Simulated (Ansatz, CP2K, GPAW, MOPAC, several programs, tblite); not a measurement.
Many methods on one cell: BeS (F-43m)

A 2-atom cell of BeS started from a crystallographic database, relaxed with r2SCAN in Ansatz, was computed with several methods. Space group F-43m (No. 216), cubic; a = 4.869 Å in the conventional setting, 14.43 Å³ an atom. Be is surrounded by 4 S at 2.11 Å; S is surrounded by 4 Be at 2.11 Å. Spin-unpolarised throughout; all numbers are computed.

```yaml
crystal:
  lattice:
    - [0.00000, 2.43431, 2.43431]
    - [2.43431, 0.00000, 2.43431]
    - [2.43431, 2.43431, 0.00000]
  atoms:
    - { symbol: Be, position: [0.00000, 0.00000, 0.00000] }
    - { symbol: S, position: [0.25000, 0.25000, 0.25000] }
```

Gaps and times are for a single point on this cell; volume and bulk modulus come from each method's own relaxation or energy curve at fixed shape. Times are rough, from shared hosts (Arm Neoverse V1), and each method has its own mesh and cell size. PM6 (MOPAC), PM7 (MOPAC), GFN1-xTB (tblite), GFN2-xTB (tblite) treat a cluster of cells at its zone centre, which samples few k points: where these miss a band edge, the gap comes out too large for that reason alone. Gaps from k meshes are read at a limited set of points (mesh, symmetry points, PBE's band edges), so each method's own least gap may be somewhat smaller. xTB and the PM methods were fitted mostly to molecules, and can miss a solid's gap by electronvolts. Minimal bases can be far off for gaps. PBE/DZVP lies far from plane-wave PBE here, an effect of basis or sampling. GLLB-SC's gap includes the derivative discontinuity. d marks a direct gap, i an indirect one (no mark: not told apart), a dash a value that wasn't computed or didn't pass its checks.

```tsv
method	kind	gap (eV)	own volume (Å³/atom)	bulk modulus (GPa)	atoms computed	processor time
light PBE (260 eV and a coarse mesh)	light plane-wave	3.14 i	14.56	88	2	0.53 s
PBE	semilocal	3.14 i	14.49	93	2	1.7 s
PBE/single zeta (GPAW)	small basis	4.49 d	–	–	2	2.7 s
GFN1-xTB (tblite)	tight binding	2.27	14.44	106	64	3.7 s
r2SCAN	semilocal	3.59 i	14.43	97	2	4.5 s
PBE/SZV (CP2K)	small basis	4.05 d	–	–	2	4.6 s
GLLB-SC (GPAW)	model potential	5.00	–	–	2	5.2 s
GFN2-xTB (tblite)	tight binding	5.37	15.48	76	64	5.8 s
PBE/DZVP (CP2K)	small basis	4.40 i	–	–	2	7.6 s
PM6 (MOPAC)	semi-empirical	8.72	–	–	64	9.3 s
PM7 (MOPAC)	semi-empirical	7.72	–	–	64	11 s
```

Against r2SCAN (3.59 eV) and with closed or daggered gaps left aside, the nearest gap at the points sampled is that of light PBE (260 eV and a coarse mesh) (-0.45 eV) and the farthest that of PM6 (MOPAC) (+5.13 eV). r2SCAN is only a yardstick of convenience: semilocal gaps usually lie below measured ones, which GLLB-SC and hybrids aim to mend.

Volumes against r2SCAN's: light PBE (260 eV and a coarse mesh) +0.9 %, PBE +0.4 %, GFN1-xTB (tblite) +0.1 %, GFN2-xTB (tblite) +7.3 %.
